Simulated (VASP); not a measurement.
Here is the system:

```xyz
2
Lattice="0.0000 3.0104 3.0104 3.0104 0.0000 3.0104 3.0104 3.0104 0.0000" Properties=species:S:1:pos:R:3 pbc="T T T"
Li     0.0000     0.0000     0.0000
I      3.0104     3.0104     3.0104
```

These are PBEsol GGA, VASP's PBE PAW potentials (set 64) (plane waves; VASP) values and carry that method's errors. Run with 600 eV cut-off, 8×8×8 Γ-centred mesh, Gaussian smearing of 0.050 eV, potentials Li_sv I.

**Question.** Give the stress tensor in GPa (positive for a compressed cell).

**Answer.** 
```
-1.20   0.00   0.00
 0.00  -1.20   0.00
 0.00   0.00  -1.20
```
The pressure is its mean diagonal, -1.20 GPa.

The compound is LiI in the rock salt structure. This cell was strained or had an atom moved on purpose.
